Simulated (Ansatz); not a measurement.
# SiC: a trigonal deformation path

One table from this session's results is given with a row withheld; the runs are named, their logs left out.

The COD entry's cell or inner coordinates are ideal or old and differ from later refinements, so a difference from it is no clean test against experiment.

Method: DFT PBE, scalar-relativistic, plane waves, PAW, in Ansatz 0.2.0.

### The structure to begin with

The structure is cubic, space group F-43m (No. 216). Conventional cell: a = 4.348 Å, b = 4.348 Å, c = 4.348 Å, α = 90.00°, β = 90.00°, γ = 90.00°. Around Si (site symmetry -43m) lie 4 C at 1.88 Å. C (site symmetry -43m) has 4 Si at 1.88 Å in its first shell of neighbours.

Structure file:

```
CELL_PARAMETERS angstrom
0.00000 2.17400 2.17400
2.17400 0.00000 2.17400
2.17400 2.17400 0.00000
ATOMIC_POSITIONS crystal
Si 0.00000 0.00000 0.00000
C 0.75000 0.75000 0.75000
```

No relaxation comes first: the listed cell is the starting point.

The first run:

At fixed volume and fractional coordinates, lengths along (0.577, 0.577, 0.577) are scaled against those across it; ρ is that ratio over its starting value.

input.yaml

```yaml
crystal:
  lattice:
    - [-0.9130227875, 1.826045575, 1.826045575]
    - [1.826045575, -0.9130227875, 1.826045575]
    - [1.826045575, 1.826045575, -0.9130227875]
  atoms:
    - { symbol: Si, position: [0.0, 0.0, 0.0] }
    - { symbol: C, position: [0.75, 0.75, 0.75] }
basis:
  ecutwfc: 420
kpoints:
  mp_grid: { grid: [12, 12, 12] }
hamiltonian:
  xc: pbe
scf:
  occupations: { method: gaussian, width: 0.05 }
output:
  forces: true
  stress: true
  eigenvalues: true
  write_density: true
  write_potential: true
  elf: true
  volumetric_format: npy
```

Run with:

```sh
> ansatz run input.yaml --threads 1 --pin off --max-ram 2560MiB --backend cpu --events-out ev --progress --plain --runs-dir out
```

Among the steps run: At ρ = 0.500; At ρ = 2.000; At ρ = 0.710; ρ = 1.410; At ρ = 0.600; Point ρ = 0.850; ρ = 1.200; ρ = 1.700; ρ = 0.930; At ρ = 1.080.

One of the session's tables, all rows but one given; the rest of the session is left out.

It belongs to the step «The scan collected». Collected from the runs (energy zero: the undisturbed cell):

```
    ρ  ΔE (meV/atom)  pressure (GPa)  gap on the mesh (eV)
0.500         8041.1           193.0                  0.00
0.600         4022.3           106.1                  0.00
0.710              ?               ?                     ?
0.850          343.1            13.9                  0.68
0.930           65.2             6.6                  1.05
1.000            0.0             4.8                  1.35
1.080           67.9             6.6                  1.09
1.200          362.4            14.1                  0.46
1.410         1158.4            34.2                  0.00
1.700         2152.9            58.5                  0.00
2.000         2914.1            74.9                  0.00
```

Q: Estimate the row for ρ = 0.710 from the others.

Worked estimate for «ΔE (meV/atom)». A straight line through the neighbours (0.600, 4022.3) and (0.850, 343.1) gives 4022.3 + (343.1 − 4022.3) × (0.710 − 0.600) / (0.850 − 0.600) = 2403.5; a parabola fitted to 4 rows on both sides gives 1538.0.

The run gave: ΔE (meV/atom): 1675.8; pressure (GPa): 48.9; gap on the mesh (eV): 0.17. In «ΔE (meV/atom)» the line misses by +727.7 and the parabola by -137.8.

Where the gap reads zero, the mesh chosen for the insulator is on the coarse side.
